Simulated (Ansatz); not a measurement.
Gd:

```
Gd
1.0
    -2.02500    2.02500    2.02500
     2.02500   -2.02500    2.02500
     2.02500    2.02500   -2.02500
Gd
1
Cartesian
  0.0000 0.0000 0.0000
```

This isn't the form of Gd at room conditions, which is hcp.

Base run:

| Quantity | Value |
| --- | --- |
| Program | Ansatz 0.2.0 |
| Functional | BLYP |
| Potentials or basis | Ansatz PAW |
| Cutoff | 420 eV |
| Density cutoff | 1680 eV |
| k mesh | 7 × 7 × 7 |
| Occupations | fermi-dirac, width 0.05 eV |
| Spin | collinear spin, ferromagnetic start |
| Starting moments | [7.0] μB |

Its results: band gap on the k mesh none (metal or under the smearing width); pressure 1.1 GPa; net moment 7.47 μB per cell; site moments Gd +7.25 μB.

Q: The run is repeated on the same cell with these changes: functional from BLYP to PBEsol; k mesh from 7 × 7 × 7 to 9 × 9 × 9. What comes out?

A: Band gap on the k mesh none (metal or under the smearing width); pressure -2.3 GPa; net moment 7.61 μB per cell; site moments Gd +7.32 μB.

Several settings changed at once, so the effect can't be laid on one alone.

Caveats: spin-orbit coupling is left out, which moves the levels of the heavy elements; the PAW data sets come from PBE, with cores solved anew for the run's functional, which leaves a small shift of forces and pressure; the potentials were made for another functional, which shifts forces and pressure (some runs).

Not every run made on this cell is shown here.
